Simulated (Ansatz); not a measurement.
# Cu: the cost of one run

Method: DFT PBE, scalar-relativistic, plane waves, PAW, in Ansatz 0.2.0.

7 further runs of the same task are left out: 7 set aside as unsound or not needed.

**1. The starting structure**

The structure is cubic, space group Fm-3m (No. 225). Conventional cell: a = 3.615 Å, b = 3.615 Å, c = 3.615 Å, α = 90.00°, β = 90.00°, γ = 90.00°. Cu (site symmetry m-3m) is surrounded by 12 Cu at 2.56 Å.

Coordinates:

```
CELL_PARAMETERS angstrom
0.00000 1.80750 1.80750
1.80750 0.00000 1.80750
1.80750 1.80750 0.00000
ATOMIC_POSITIONS crystal
Cu 0.00000 0.00000 0.00000
```

Source of the structure: the Crystallography Open Database.

**6. The grid**

The energy is mapped over two homogeneous strains (x along [1 0 0], y along [0 1 0], z along [0 0 1] of the conventional cell).

- engineering shear strain xy: 7 values from −14.0 to 14.0 %
- strain +e along x and -e along y: 7 values from −15 to 15 %

Nothing else is relaxed (symmetry fixes all fractional coordinates). Energies count from the relaxed crystal. Points are written as (first, second).

(The set-up runs are not shown.)

**7. The run at (−14.0 %, −15 %)**

input.yaml

```yaml
crystal:
  lattice:
    - [-0.1270014366, 2.0864521729, 1.8143062373]
    - [1.5421603017, -0.1270014366, 1.8143062373]
    - [1.4151588651, 1.9594507363, 0.0]
  atoms:
    - { symbol: Cu, position: [0.0, 0.0, 0.0] }
basis:
  ecutwfc: 520.0
kpoints:
  mp_grid: { grid: [20, 20, 20] }
hamiltonian:
  xc: pbe
  pseudopotentials: { kind: paw, azcp: { folder: soft_1 } }
scf:
  occupations: { method: gaussian, width: 0.15 }
output:
  forces: true
  stress: true
  eigenvalues: true
```

Started as:

```sh
$ ansatz run input.yaml --threads 1 --pin off --max-ram 2048MiB --backend cpu --events-out ev --progress --plain --runs-dir out
```

**Question.** How long does this run take on 1 thread of Arm Neoverse N1, shared host, and how much memory does it need?

About 53 s, with a peak of 0.7 GiB.
